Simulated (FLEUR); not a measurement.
**BaTiO3 (Barioperovskite) under changes of volume**

One of the cells (12.867 Å³/atom); the others are scaled copies at fixed shape and fractional positions:

```
CELL_PARAMETERS angstrom
3.98550 0.00000 0.00000
0.00000 2.83690 2.84515
0.00000 -2.83690 2.84515
ATOMIC_POSITIONS crystal
Ba 0.00000 0.00000 0.00000
Ti 0.50000 0.51240 0.51240
O 0.50000 0.99184 0.50524
O 0.50000 0.50524 0.99184
O 0.00000 0.48740 0.48740
```

```yaml
Program: FLEUR MaX-R8.1 (later development tree)
Functional: PBEsol
Potentials_or_basis: all-electron
Basis: FLAPW
Kmax: 5.3 1/bohr
k_mesh: 7 × 7 × 7
Occupations: fermi-dirac, width 0.05 eV
Spin: no spin polarisation
```

```csv
volume (Å³/atom),energy over the lowest point (meV/atom),gap on the mesh (eV)
12.095,?,?
12.353,2.03,2.02
12.610,0.00,1.98
12.867,3.68,1.93
13.125,12.55,1.89
13.382,25.97,1.85
13.639,43.51,1.80
```

Problem. What does the run at 12.095 Å³/atom give?

Solution. Energy over the lowest point 10.58 meV/atom; gap on the mesh 2.07 eV.

Worked out: A Birch-Murnaghan fit of order 3 (a polynomial in V^(-2/3)) to the other rows has its minimum at 12.57 Å³/atom with B0 = V·E''(V) = 177 GPa and B' = 4.4 at fixed shape and positions, which overstates the stiffness. It gives 10.50 meV/atom at 12.095 Å³/atom, against the run's 10.58. A straight line through the other rows of the gap, of slope -2.21 eV per unit of ln V, extrapolates to 2.07 eV, against the run's 2.07.

Energies are extrapolated to zero smearing.

Caveats: spin-orbit coupling is left out, which moves the levels of the heavy elements; an odd mesh through Γ misses points on the zone boundary, where band edges often lie.
